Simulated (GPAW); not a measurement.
Here is a GPAW 26.7.0 calculation.

run.py

```python
import numpy as np
from ase import Atoms
from ase.dft.bandgap import bandgap
from ase.io import write
from gpaw import GPAW, PW
from gpaw.response.df import DielectricFunction

atoms = Atoms(['Ba', 'Ti', 'O', 'O', 'O'],
              cell=[[3.9998, 0.0, 0.0],
                    [0.0, 3.9998, 0.0],
                    [0.0, 0.0, 4.018]],
              scaled_positions=[[0.0, 0.0, 0.0],
                                [0.5, 0.5, 0.49],
                                [0.0, 0.5, 0.517],
                                [0.5, 0.0, 0.517],
                                [0.5, 0.5, 0.019]],
              pbc=True)

calc = GPAW(mode=PW(650),
            xc='PBE',
            kpts={'size': (6, 6, 6), 'gamma': True},
            occupations={'name': 'fermi-dirac', 'width': 0.001},
            nbands=36,
            convergence={'density': 1e-06},
            maxiter=150,
            txt='gpaw.txt')
atoms.calc = calc
energy = atoms.get_potential_energy()
calc.write('gs.gpw')
write('result.traj', atoms)
print(f'Energy: {energy:.6f} eV')
print('Fermi level:', round(calc.get_fermi_level(), 4), 'eV')
print(f'Gap: {bandgap(calc)[0]:.4f} eV, direct: {bandgap(calc, direct=True)[0]:.4f} eV')

for size in [(7, 7, 7)]:
    name = 'x'.join(str(n) for n in size)
    dense = calc.fixed_density(kpts={'size': size, 'gamma': True},
                               nbands=66, convergence={'bands': 60, 'eigenstates': 1e-7},
                               update_fermi_level=True, txt=f'dense-{name}.txt')
    dense.write(f'{name}.gpw', mode='all')
    df = DielectricFunction(f'{name}.gpw', frequencies=np.array([0.0]), hilbert=False, eta=0.001,
                            ecut=80, nbands=60, intraband=False, txt=f'df-{name}.txt')
    for xc in ['RPA']:
        for direction in ['x', 'y', 'z', [0, 1, 1], [1, 0, 1], [1, 1, 0]]:
            e0, e = df.get_macroscopic_dielectric_constant(xc=xc, direction=direction)
            print(f'{name} {xc} {direction}: {e0:.4f} without, {e:.4f} with local fields')
```

Potentials or basis: GPAW PAW data sets (gpaw-data 1.2.1), pw.

The run is started by

```console
$ OMP_NUM_THREADS=1 python run.py
```

Q: What does it give for the electronic dielectric tensor (diagonal)?

A: 5.93, 5.93, 5.58.

Q: What does it give for the band gap on the k mesh?

A: 1.81 eV, indirect (least direct gap 2.09 eV).

Electronic dielectric tensor:
```
5.93 0.00 0.00
0.00 5.93 0.00
0.00 0.00 5.58
```

Caveat: the long-wavelength limit can be off by several per cent where d states take part; spin-orbit coupling is left out, which moves the levels of the heavy elements; an odd mesh through Γ misses points on the zone boundary, where band edges often lie. Expect the measured gap to be larger: semilocal functionals such as PBE lack the derivative discontinuity.
